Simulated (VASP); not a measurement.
# Re (P6_3/mmc) in VASP: notebook

Aim: see how the results for Re move with the level of theory and the settings. Levels: LDA, PBE. Tasks: relaxation of shape and atoms at fixed volume, relaxation of cell and atoms.

All numbers are computed with VASP 6.6.1; they aren't measurements. Logs are shortened: lines on timing, memory, paths and dates and some standing lists are left out, and cuts for length are marked.

## (1) Starting point

The structure is hexagonal, space group P6_3/mmc (No. 194). Conventional cell: a = 2.761 Å, b = 2.761 Å, c = 4.458 Å, α = 90.00°, β = 90.00°, γ = 120.00°. Around Re (site symmetry -6m2) lie 12 Re at 2.74 to 2.76 Å.

## (2) Relaxation of shape and atoms at fixed volume, LDA (a relaxed cell with its volume scaled by 1.06)

The input, INCAR:

```
ALGO = Fast ; EDIFF = 1E-7
EDIFFG = -0.01 ; ENCUT = 600
IBRION = 2 ; ISIF = 4
ISMEAR = 1 ; LASPH = True
LCHARG = False ; LREAL = False
LWAVE = False ; NELM = 80
NSW = 40 ; PREC = Accurate
SIGMA = 0.1
```

The input, KPOINTS:

```
k-points
0
Gamma
  15 15 8
```

The input, POSCAR:

```
Re                                      
1.0
    2.7922011212     -0.0000000000      0.0000000000
   -1.3961005607      2.4181171035      0.0000000000
    0.0000000000      0.0000000000      4.5196380465
  Re            
     2
Direct
     0.3333333332999970    0.6666666667000030    0.2500000000000000
     0.6666666667000030    0.3333333332999970    0.7500000000000000
```

Potentials or basis: VASP PAW LDA potentials, release 64 (Re).

Run with:

```console
> cat potpaw_LDA.64/Re/POTCAR > POTCAR
> mpirun -np 1 vasp_std > vasp.out
```

OUTCAR:

```text
EDIFF = 1E-7
   EDIFFG = -0.01
   ENCUT = 600
   IBRION = 2
   ISIF = 4
   ISMEAR = 1
   LASPH = True
   LREAL = False
   NELM = 80
   NSW = 40
   PREC = Accurate

 ion  position               nearest neighbor table
   1  0.333  0.667  0.250-   2 2.78   2 2.78   2 2.78   2 2.78   2 2.78   2 2.78
   2  0.667  0.333  0.750-   1 2.78   1 2.78   1 2.78   1 2.78   1 2.78   1 2.78

  LATTYP: Found a hexagonal cell.
 ALAT       =     2.7922011212
 C/A-ratio  =     1.6186649351

  Lattice vectors:

 A1 = (   2.7922011212,   0.0000000000,   0.0000000000)
 A2 = (  -1.3961005607,   2.4181171035,   0.0000000000)
 A3 = (   0.0000000000,   0.0000000000,   4.5196380465)

Analysis of symmetry for initial positions (statically):
=====================================================================
 Subroutine PRICEL returns:
 Original cell was already a primitive cell.

 Routine SETGRP: Setting up the symmetry group for a
 hexagonal supercell.

 Subroutine GETGRP returns: Found 24 space group operations
 (whereof 12 operations were pure point group operations)
 out of a pool of 24 trial point group operations.

The static configuration has the point symmetry D_3d.
 The point group associated with its full space group is D_6h.

Analysis of symmetry for dynamics (positions and initial velocities):
=====================================================================
 Subroutine PRICEL returns:
 Original cell was already a primitive cell.

 Routine SETGRP: Setting up the symmetry group for a
 hexagonal supercell.

 Subroutine GETGRP returns: Found 24 space group operations
 (whereof 12 operations were pure point group operations)
 out of a pool of 24 trial point group operations.

The dynamic configuration has the point symmetry D_3d.
 The point group associated with its full space group is D_6h.

 Subroutine INISYM returns: Found 24 space group operations
 (whereof 12 operations are pure point group operations),
 and found     1 'primitive' translations

----------------------------------------------------------------------------------------

                                     Primitive cell

  volume of cell :      30.5160

  direct lattice vectors                    reciprocal lattice vectors
     2.792201121  0.000000000  0.000000000     0.358140391  0.206772451  0.000000000
    -1.396100561  2.418117104  0.000000000     0.000000000  0.413544902  0.000000000
     0.000000000  0.000000000  4.519638046     0.000000000  0.000000000  0.221256656

  length of vectors
     2.792201121  2.792201121  4.519638046     0.413544902  0.413544902  0.221256656

  position of ions in fractional coordinates (direct lattice)
     0.333333333  0.666666667  0.250000000
     0.666666667  0.333333333  0.750000000

  ion indices of the primitive-cell ions
   primitive index   ion index
                 1           1
                 2           2

----------------------------------------------------------------------------------------

 KPOINTS: k-points

Automatic generation of k-mesh.
 Grid dimensions read from file:
 generate k-points for:   15   15    8

 Generating k-lattice:

  Cartesian coordinates                     Fractional coordinates (reciprocal lattice)
     0.023876026  0.013784830  0.000000000     0.066666667  0.000000000  0.000000000
     0.000000000  0.027569660  0.000000000     0.000000000  0.066666667  0.000000000
     0.000000000  0.000000000  0.027657082     0.000000000  0.000000000  0.125000000

  Length of vectors
     0.027569660  0.027569660  0.027657082

  Shift w.r.t. Gamma in fractional coordinates (k-lattice)
     0.000000000  0.000000000  0.000000000

 Subroutine IBZKPT returns following result:
 ===========================================

 Found    135 irreducible k-points:

 Following reciprocal coordinates:
            Coordinates               Weight
  0.000000  0.000000  0.000000      1.000000
  0.066667 -0.000000  0.000000      6.000000
  0.133333  0.000000  0.000000      6.000000
  0.200000 -0.000000  0.000000      6.000000
  0.266667  0.000000  0.000000      6.000000
  0.333333  0.000000  0.000000      6.000000
[... 16 lines left out ...]
  0.333333  0.200000  0.000000     12.000000
  0.400000  0.200000  0.000000      6.000000
 [... further k-points ...]
   k-points           NKPTS =    135   k-points in BZ     NKDIM =    135   number of bands    NBANDS=     11
   number of dos      NEDOS =    301   number of ions     NIONS =      2
   total plane-waves  NPLWV =  20736
   dimension x,y,z NGX =    24 NGY =   24 NGZ =   36
   dimension x,y,z NGXF=    48 NGYF=   48 NGZF=   72
   ions per type =               2
   NGX,Y,Z   is equivalent  to a cutoff of  14.29, 14.29, 13.24 a.u.
   NGXF,Y,Z  is equivalent  to a cutoff of  28.58, 28.58, 26.48 a.u.
 SYSTEM =  unknown system
   PREC   = accura    normal or accurate (medium, high low for compatibility)
   ISTART =      0    job   : 0-new  1-cont  2-samecut
   ICHARG =      2    charge: 1-file 2-atom 10-const
   ISPIN  =      1    spin polarized calculation?
   LNONCOLLINEAR =      F non collinear calculations
   LSORBIT =      F    spin-orbit coupling
   LASPH  =      T    aspherical Exc in radial PAW
   ENCUT  =  600.0 eV  44.10 Ry    6.64 a.u.   5.58  5.58  9.03*2*pi/ulx,y,z
   NELM   =     80;   NELMIN=  2; NELMDL= -5     # of ELM steps
   EDIFF  = 0.1E-06   stopping-criterion for ELM
   LREAL  =      F    real-space projection
   EDIFFG = -.1E-01   stopping-criterion for IOM
   NSW    =     40    number of steps for IOM
   IBRION =      2    ionic relax: 0-MD 1-quasi-New 2-CG
   NFREE  =      1    steps in history (QN), initial steepest desc. (CG)
   ISIF   =      4    stress and relaxation
   ISYM   =      2    0-nonsym 1-usesym 2-fastsym
   POTIM  = 0.5000    time-step for ionic-motion
   TEBEG  =    0.0;   TEEND  =   0.0 temperature during run
   PSTRESS=    0.0 pullay stress
   NELECT =      14.0000    total number of electrons
   NUPDOWN=      -1.0000    fix difference up-down
   EMIN   =  10.00;   EMAX   =-10.00  energy-range for DOS
   EFERMI =   0.00;   METHOD = LEGACY
   ISMEAR =     1;   SIGMA  =   0.10  broadening in eV -4-tet -1-fermi 0-gaus
   EFERMI_NEDOS =   21; number of points for ismear=-14 and -15
   IALGO  =     68    algorithm
   IMIX   =      4    mixing-type and parameters
     AMIX     =   0.40;   BMIX     =  1.00
     AMIX_MAG =   1.60;   BMIX_MAG =  1.00
  volume/ion in A,a.u.               =      15.26       102.97
  Fermi-wavevector in a.u.,A,eV,Ry     =   1.262627  2.386018 21.690762  1.594226
  Thomas-Fermi vector in A             =   2.396025
   LORBIT       =      0    0 simple, 1 ext, 2 COOP (PROOUT), +10 PAW based schemes
   GGA     = CA    functional components
   LHFCALC =     F    Hartree Fock is set to
   AEXX    =    0.0000 exact exchange contribution
   IVDW    =     0    specifies the selected vdW correction
   LEPSILON=     F    determine dielectric tensor
   LRPA    =     F    only Hartree local field effects (RPA)
 conjugate gradient relaxation of ions
 non-spin polarized calculation
 RMM-DIIS sequential band-by-band and
 Methfessel and Paxton  Order N= 1 SIGMA  =   0.10
  energy-cutoff  :      600.00
  volume of cell :       30.52
 maximum number of plane-waves:      1039
 NGX is ok and might be reduce to    24
   NGX = 11   NGY = 11   NGZ = 19

 number of electron      14.0000000 magnetization

 Free energy of the ion-electron system (eV)
  ---------------------------------------------------
  ext. energy  EPLUGINS =         0.00000000
  ---------------------------------------------------
  free energy    TOTEN  =       -27.41093866 eV

  energy without entropy =      -27.41181458  energy(sigma->0) =      -27.41123063

 E-fermi :   7.3638     XC(G=0): -13.6475

 val. band max:        7.3542935637   @ k =   0.2000   0.1333   0.5000
 cond. band min:       7.3786277009   @ k =   0.1333   0.0667   0.0000
 fundamental gap:      0.0243341373
 Fermi energy:         7.3638200929

 k-point     1 :       0.0000    0.0000    0.0000
  band No.  band energies     occupation
      1      -2.1508      2.00000
      2       1.0463      2.00000
      3       5.8509      2.00000
      4       5.8893      2.00000
      5       5.8893      2.00000
      6       6.6700      2.00000
      7       6.6700      2.00000
      8       7.5703     -0.01288
      9       7.5703     -0.01288
     10       8.0405     -0.00000
     11      10.5732      0.00000

 k-point     2 :       0.0667   -0.0000    0.0000
  band No.  band energies     occupation
      1      -1.9754      2.00000
      2       1.2115      2.00000
      3       5.4558      2.00000
      4       6.0487      2.00000
      5       6.2287      2.00000
      6       6.5497      2.00000
      7       6.8205      2.00000
      8       7.1982      2.04096
      9       7.4382      0.05176
     10       7.6420     -0.00060
     11      11.2554      0.00000

 k-point     3 :       0.1333    0.0000    0.0000
  band No.  band energies     occupation
      1      -1.4703      2.00000
      2       1.6607      2.00000
      3       4.9706      2.00000
      4       6.0806      2.00000
      5       6.1833      2.00000
      6       6.5189      2.00000
      7       6.7077      2.00000
      8       7.1064      2.00166
      9       7.2625      2.05282
     10       7.3542      1.16205
     11      10.9412      0.00000
[... 267 lines left out ...]
 k-point    23 :       0.3333    0.2000    0.0000
  band No.  band energies     occupation
      1       2.5666      2.00000
      2       2.6846      2.00000
      3       2.9290      2.00000
      4       4.5300      2.00000
      5       5.1905      2.00000
      6       5.9589      2.00000
      7       6.8714      2.00000
      8       9.6339      0.00000
      9      10.9070      0.00000
     10      10.9792      0.00000
     11      13.2408      0.00000

 k-point    24 :       0.4000    0.2000    0.0000
  band No.  band energies     occupation
      1       2.4701      2.00000
      2       2.7845      2.00000
      3       2.8441      2.00000
      4       4.8077      2.00000
      5       5.2487      2.00000
      6       5.7805      2.00000
      7       7.0623      2.00017
      8      10.2032      0.00000
      9      10.8828      0.00000
     10      10.8917      0.00000
     11      13.8785      0.00000

 [... further k-points ...]

------------------------ aborting loop because EDIFF is reached ----------------------------------------

  FORCE on cell =-STRESS in cart. coord.  units (eV):
  Direction    XX          YY          ZZ          XY          YZ          ZX
  --------------------------------------------------------------------------------------
  -------------------------------------------------------------------------------------
  Total       -4.0197230     -4.0197230     -4.0428184      0.0000000      0.0000000     -0.0000000
  in kB     -211.0469222   -211.0469222   -212.2594994      0.0000000      0.0000000     -0.0000000
  external PRESSURE =    -211.4511146 kB  Pullay stress =       0.0000000 kB

 VOLUME and BASIS-vectors are now :
 -----------------------------------------------------------------------------
  energy-cutoff  :      600.00
  volume of cell :       30.52
      direct lattice vectors                 reciprocal lattice vectors
     2.792201121  0.000000000  0.000000000     0.358140391  0.206772451  0.000000000
    -1.396100561  2.418117104  0.000000000     0.000000000  0.413544902  0.000000000
     0.000000000  0.000000000  4.519638046     0.000000000  0.000000000  0.221256656

 POSITION                                       TOTAL-FORCE (eV/Angst)
 -----------------------------------------------------------------------------------
     -0.00000      1.61208      1.12991        -0.000000      0.000000      0.000000
      1.39610      0.80604      3.38973         0.000000     -0.000000      0.000000
 -----------------------------------------------------------------------------------
    total drift:                               -0.000000      0.000000     -0.000000

  FREE ENERGIE OF THE ION-ELECTRON SYSTEM (eV)
  ---------------------------------------------------
  free  energy   TOTEN  =       -27.4109386596 eV

  energy  without entropy=      -27.4118145774  energy(sigma->0) =      -27.41123063

 reached required accuracy - stopping structural energy minimisation
```

It took 59 s on 1 thread of Intel Xeon Platinum 8375C at 2.90GHz (Ice Lake), shared host; peak memory 0.17 GiB.

Results:

```yaml
Free_energy: -27.4109 eV
Pressure_after_relaxing: -21.1 GPa
Band_gap_on_the_k_mesh: none (metal or under the smearing width)
```

Final structure:
```yaml
crystal:
  lattice:
    - [2.79220, 0.00000, 0.00000]
    - [-1.39610, 2.41812, 0.00000]
    - [0.00000, 0.00000, 4.51964]
  atoms:
    - { symbol: Re, position: [0.33333, 0.66667, 0.25000] }
    - { symbol: Re, position: [0.66667, 0.33333, 0.75000] }
```

Caveat: the relaxation stopped at its first step, so nothing moved. The run has no spin-orbit coupling, so splittings on Re are missing.

(Continued in part 2 of 2.)
